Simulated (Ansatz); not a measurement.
## Al2Au under changes of volume

One of the cells (18.000 Å³/atom); the others are scaled copies at fixed shape and fractional positions:

```
Au Al
1.0
     0.00000    3.00000    3.00000
     3.00000    0.00000    3.00000
     3.00000    3.00000    0.00000
Au Al
1 2
Direct
  0.00000 0.00000 0.00000
  0.75000 0.75000 0.75000
  0.25000 0.25000 0.25000
```

* Program: Ansatz 0.2.0
* Functional: PBEsol
* Potentials or basis: Ansatz PAW
* Cutoff: 420 eV (not typed: the program's choice for these potentials)
* k mesh: 8 × 8 × 8
* Occupations: fermi-dirac, width 0.05 eV
* Spin: no spin polarisation

| volume (Å³/atom) | energy over the lowest point (meV/atom) | pressure (GPa) |
| --- | --- | --- |
| 16.920 | 26.13 | 8.3 |
| 17.280 | 11.14 | 5.2 |
| 17.640 | 2.66 | 2.5 |
| 18.000 | 0.00 | 0.1 |
| 18.360 | 2.45 | -2.1 |
| 18.720 | 9.45 | -4.0 |
| 19.080 | ? | ? |

Problem. What does the run at 19.080 Å³/atom give?

Solution. Energy over the lowest point 20.48 meV/atom; pressure -5.7 GPa.

Worked out: A Birch-Murnaghan fit of order 3 (a polynomial in V^(-2/3)) to the other rows has its minimum at 18.00 Å³/atom with B0 = V·E''(V) = 114 GPa and B' = 5.0. It gives 20.48 meV/atom at 19.080 Å³/atom, against the run's 20.48, and -dE/dV = -5.7 GPa, against -5.7.

Energies are extrapolated to zero smearing.

Caveats: the PAW data sets come from PBE, with cores solved anew for the run's functional, which leaves a small shift of forces and pressure.
